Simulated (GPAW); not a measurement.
Runs of GPAW 26.7.0 on Se. It takes space group Pm-3m (No. 221, cubic). The conventional cell has a = 2.811 Å, b = 2.811 Å, c = 2.811 Å, α = 90.00°, β = 90.00°, γ = 90.00°. Around Se (site symmetry m-3m) lie 6 Se at 2.81 Å. This isn't the form of Se at room conditions, which is trigonal, of chains.

```csv
task,level,potentials or basis,cell,smearing,band path,band points,eigensolver,gap on the mesh (eV),pressure (GPa)
band structure,PBEsol,"PAW data sets generated in the run's folder for this functional, pw",cell strained at random at fixed volume,gaussian 0.1 eV,"XGY,LGZ,NGM,RG",80,-,-,(a)
single point,r2SCAN+D3(BJ),"GPAW PAW data sets (gpaw-data 1.2.1), pw",cell strained at random at fixed volume,fermi-dirac 0.1 eV,-,-,-,none,-0.7
single point,BLYP+D3(BJ),"PAW data sets generated in the run's folder for this functional, pw",as given,improved-tetrahedron-method,-,-,davidson,none,0.4
single point,RPBE,"the program's PAW data sets (release 1.2.1) made for this functional, pw",as given,gaussian 0.1 eV,-,-,-,none,3.7
```

Alike in all rows: no spin polarisation; k mesh 9 × 9 × 9; cutoff (eV) 600.

Question: Estimate the missing entries.

Answer: (a) -1.8.

Caveats: pairwise dispersion overbinds metals, which lowers pressure and volume (some runs); the PAW data sets were made with another functional, which shifts forces and pressure a little (some runs).

A k mesh can miss the band edges, and the runs leave out spin-orbit coupling on Se.

A gap of «none» marks a metal or a gap under the smearing width.

Runs at the PBE level aren't shown here.
